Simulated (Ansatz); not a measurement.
**Two Ansatz runs on CuI**

The cell is COD entry 9004456, as deposited and not checked against the literature; nothing was relaxed. It differs from other determinations.

First run: DFT, PBE, all-electron LAPW, scalar-relativistic (Ansatz 0.2.0).

Command: `ansatz run input.yaml --threads 1 --pin off --max-ram 2048MiB --backend cpu --events-out ev --progress --plain --runs-dir out` The run took 34 s on 1 thread of Arm Neoverse V1 (shared host), peak memory 0.32 GiB.

```yaml
crystal:
  lattice:
    - [0.0, 3.0315, 3.0315]
    - [3.0315, 0.0, 3.0315]
    - [3.0315, 3.0315, 0.0]
  atoms:
    - { symbol: Cu, position: [0.75, 0.75, 0.75] }
    - { symbol: I, position: [0.0, 0.0, 0.0] }
kpoints:
  mp_grid: { grid: [9, 9, 9] }
scf:
  occupations: { method: fermi_dirac, width: 0.03 }
hamiltonian:
  xc: pbe
  pseudopotentials:
    kind: all_electron
    lapw: { basis_error: 0.001 }
    dirac_shells: { Cu: ["2p"], I: ["3p", "3d"] }
output:
  forces: true
  stress: true
  eigenvalues: true
```

Result: converged; pressure 0.33 GPa; gap on the k mesh 1.12 eV (the mesh can miss the band edges); 8 SCF iterations.

No spin–orbit coupling, which matters for the heavy atoms here.

A second run of a changed input logged this at its end:

```
Error: invalid value for `kpoints.mp_grid.kspacing`: mutually exclusive with `grid` — set one or the other
```

Question: What was wrong with the input?

Answer: A mesh with a zero or a mesh and a spacing, by this change (others could give a like log):
```diff
@@ -8,7 +8,8 @@
     - { symbol: I, position: [0.0, 0.0, 0.0] }
 kpoints:
-  mp_grid: { grid: [9, 9, 9] }
+  mp_grid: { grid: [9, 9, 9], kspacing: 0.3 }
 scf:
   occupations: { method: fermi_dirac, width: 0.03 }
+  max_iter: 100
 hamiltonian:
   xc: pbe
```
